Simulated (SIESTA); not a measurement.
Crystal: WS2.

```
W S
1.0
     1.57900    0.91164    6.16333
    -1.57900    0.91164    6.16333
     0.00000   -1.82327    6.16333
W S
1 2
Direct
  0.00000 0.00000 0.00000
  0.58100 0.58100 0.58100
  0.75030 0.75030 0.75030
```

Measurements of this composition are mostly on another form, of space group No. 194.

Base run:

* Program: SIESTA 5.4.2
* Functional: BLYP
* Potentials or basis: PseudoDojo 0.4 standard (PBE files)
* Basis: DZP (energy shift 0.003 Ry; two zetas on semicore shells)
* Grid cutoff: 800 Ry
* Energy shift: 0.003 Ry
* k mesh: 10 × 10 × 10
* Occupations: fermi-dirac, width 0.05 eV
* Spin: no spin polarisation

Its results: band gap on the k mesh 1.15 eV, indirect (least direct gap 2.27 eV); pressure 15.5 GPa; largest force 1.367 eV/Å.

Task: The run is repeated on the same cell with these changes: functional from BLYP to LDA; potentials or basis from PseudoDojo 0.4 standard (PBE files) to PseudoDojo 0.4 standard (LDA files). What comes out?

Result: Band gap on the k mesh 1.06 eV, indirect (least direct gap 2.28 eV); pressure -0.9 GPa; largest force 0.614 eV/Å.

Caveats: short orbitals over semicore shells can move pressures by several GPa; spin-orbit coupling is left out, which moves the levels of the heavy elements; the basis of atomic orbitals isn't converged, which shifts pressures, moduli and gaps; the potentials were made for another functional, which shifts forces and pressure (some runs).

A k mesh can miss the band edges.

Not every run made on this cell is shown here.
